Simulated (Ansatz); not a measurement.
# GaSb under changes of volume

One of the cells (28.625 Å³/atom); the others are scaled copies at fixed shape and fractional positions:

```
CELL_PARAMETERS angstrom
0.00000 3.05900 3.05900
3.05900 0.00000 3.05900
3.05900 3.05900 0.00000
ATOMIC_POSITIONS crystal
Sb 0.75000 0.75000 0.75000
Ga 0.00000 0.00000 0.00000
```

* Program: Ansatz 0.2.0
* Functional: PBE
* Potentials or basis: JTH PAW
* Cutoff: 3600 eV (not typed: the program's choice for these potentials)
* k mesh: 8 × 8 × 8
* Occupations: fermi-dirac, width 0.05 eV
* Spin: no spin polarisation

```tsv
volume (Å³/atom)	energy over the lowest point (meV/atom)	pressure (GPa)	gap on the mesh (eV)
26.907	54.34	6.3	0.48
27.480	?	?	?
28.052	19.87	3.5	0.17
28.625	9.50	2.4	none
29.197	2.98	1.3	none
29.770	0.00	0.4	none
30.342	0.24	-0.5	none
```

Question: What does the run at 27.480 Å³/atom give?

Answer: Energy over the lowest point 34.61 meV/atom; pressure 4.8 GPa; gap on the mesh 0.32 eV.

Worked out: A Birch-Murnaghan fit of order 3 (a polynomial in V^(-2/3)) to the other rows has its minimum at 30.01 Å³/atom with B0 = V·E''(V) = 44 GPa and B' = 4.5. It gives 34.67 meV/atom at 27.480 Å³/atom, against the run's 34.61, and -dE/dV = 4.8 GPa, against 4.8.

Energies are extrapolated to zero smearing.

Caveats: spin-orbit coupling is left out, which moves the levels of the heavy elements (some runs).

A mesh can miss the band edges.

A gap of «none» marks a metal or a gap under the smearing width.
